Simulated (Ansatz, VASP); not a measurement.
# CoO: VASP beside Ansatz

File INCAR:

```
PREC = Accurate
ENCUT = 520
EDIFF = 1E-7
ISMEAR = -1
SIGMA = 0.05
LREAL = F
LASPH = T
NELM = 120
ALGO = Normal
ISIF = 2
LWAVE = F
LCHARG = F
ISPIN = 2
MAGMOM = 2 0
LORBIT = 11
LMAXMIX = 4
GGA = PE
IBRION = 2
NSW = 60
EDIFFG = -0.005
```

KPOINTS

```
regular mesh
0
Gamma
  9 9 9
```

POSCAR

```
CoO
1.0
   -1.4778404312      1.5080004400      2.1072503600
    1.4778404312     -1.5080004400      2.1072503600
    1.4778404312      1.5080004400     -2.1072503600
Co O
1 1
Direct
    0.0000000000      0.0000000000      0.0000000000
    0.5000000000      0.5000000000      0.0000000000
```

Contents of input.yaml:

```yaml
crystal:
  lattice:
    - [-1.4778404312, 1.50800044, 2.10725036]
    - [1.4778404312, -1.50800044, 2.10725036]
    - [1.4778404312, 1.50800044, -2.10725036]
  atoms:
    - { symbol: Co, position: [0.0, 0.0, 0.0], spin: 2.0 }
    - { symbol: O, position: [0.5, 0.5, 0.0] }
hamiltonian:
  xc: pbe
  pseudopotentials: { kind: paw }
magnetization:
  spin_polarized: true
kpoints:
  mp_grid: { grid: [9, 9, 9] }
scf:
  occupations: { method: fermi_dirac, width: 0.05 }
output:
  forces: true
  stress: true
  eigenvalues: true
relax:
  f_tol: 0.01
  max_steps: 40
```

Change from the starting cell: strain = -0.02.

Alike in both runs: task relaxation of the atoms; functional PBE; k mesh 9 × 9 × 9; occupations fermi-dirac, width 0.05 eV; collinear spin, ferromagnetic start.

|  | VASP | Ansatz |
| --- | --- | --- |
| version | VASP 6.6.1 | Ansatz 0.2.0 |
| potentials or method | VASP PAW PBE potentials, release 64 (Co, O) | Ansatz PAW |
| plane-wave cutoff (eV) | 520 | 420 |
| valence electrons in the cell | 15 | 23 |

VASP gave:

```
gap on the k mesh at the Fermi level, each at its own relaxed structure (eV) : none
net moment per atom (μB)                                                     : 1.39
size of the moment on the site where the two differ most (μB)                : 2.47
```

What did Ansatz give for the same quantities?

gap on the k mesh at the Fermi level, each at its own relaxed structure (eV): none; net moment per atom (μB): 1.41; size of the moment on the site where the two differ most (μB): 2.41.

Site moments also hang on the region over which each program counts them. A gap of «none» marks a metal or a gap that the smearing closes. The two sets of potentials don't hold the same shells in valence.

Caveats: the relaxation stopped at its first step, so nothing moved; a cell with one magnetic atom can't hold antiferromagnetic order, which such compounds often take; semilocal functionals often make such compounds metallic where correlation or magnetic order opens a gap, which also shifts bond lengths.
